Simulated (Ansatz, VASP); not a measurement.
**Two plane-wave programs on ScAl2**

The input INCAR:

```
PREC = Accurate
ENCUT = 520
EDIFF = 1E-7
ISMEAR = 1
SIGMA = 0.1
LREAL = F
LASPH = T
NELM = 100
ALGO = Normal
ISIF = 2
LWAVE = F
LCHARG = F
NBANDS = 26
```

The input KPOINTS:

```
Automatic mesh
0
Gamma
  5 5 5
```

POSCAR

```
ScAl2
1.0
    0.0000000000      3.8758174589      3.8758174589
    3.8758174589      0.0000000000      3.8758174589
    3.8758174589      3.8758174589      0.0000000000
Sc Al
2 4
Direct
    0.5000000000      0.5000000000      0.5000000000
    0.7500000000      0.7500000000      0.7500000000
    0.1250000000      0.1250000000      0.1250000000
    0.6250000000      0.1250000000      0.1250000000
    0.1250000000      0.6250000000      0.1250000000
    0.1250000000      0.1250000000      0.6250000000
```

Input for Ansatz:

```yaml
crystal:
  lattice:
    - [0.0, 3.8758174589346384, 3.8758174589346384]
    - [3.8758174589346384, 0.0, 3.8758174589346384]
    - [3.8758174589346384, 3.8758174589346384, 0.0]
  atoms:
    - { symbol: Sc, position: [0.5, 0.5, 0.5] }
    - { symbol: Sc, position: [0.75, 0.75, 0.75] }
    - { symbol: Al, position: [0.125, 0.125, 0.125] }
    - { symbol: Al, position: [0.625, 0.125, 0.125] }
    - { symbol: Al, position: [0.125, 0.625, 0.125] }
    - { symbol: Al, position: [0.125, 0.125, 0.625] }
basis:
  ecutwfc: 653.073269903712
  xc_grid: 2
kpoints:
  mp_grid:
    grid: [5, 5, 5]
hamiltonian:
  xc: lda
scf:
  n_extra_bands: 12
  convergence:
    dr2_threshold: 1.0e-07
  occupations:
    method: methfessel_paxton
output:
  stress: true
```

The cell comes from a database or a generator and needn't be the stable form of this composition.

Alike in both runs: task single point; functional LDA; k mesh 5 × 5 × 5; no spin polarisation.

|  | VASP | Ansatz |
| --- | --- | --- |
| version | VASP 6.6.1 | Ansatz 0.2.0 |
| potentials or method | VASP PAW LDA potentials, release 64 (Sc_sv, Al) | plane waves, PAW |
| plane-wave cutoff (eV) | 520 | 653 |
| occupations | methfessel-paxton of order 1, width 0.1 eV | methfessel-paxton of order 1 |
| valence electrons in the cell | 34 | 34 |

VASP gave:

```
pressure (GPa) : -9.0
```

Problem. What did Ansatz give for the same quantities?

Solution. Pressure (GPa): -9.1.

Ansatz warned: «stress_scf_threshold_loose».
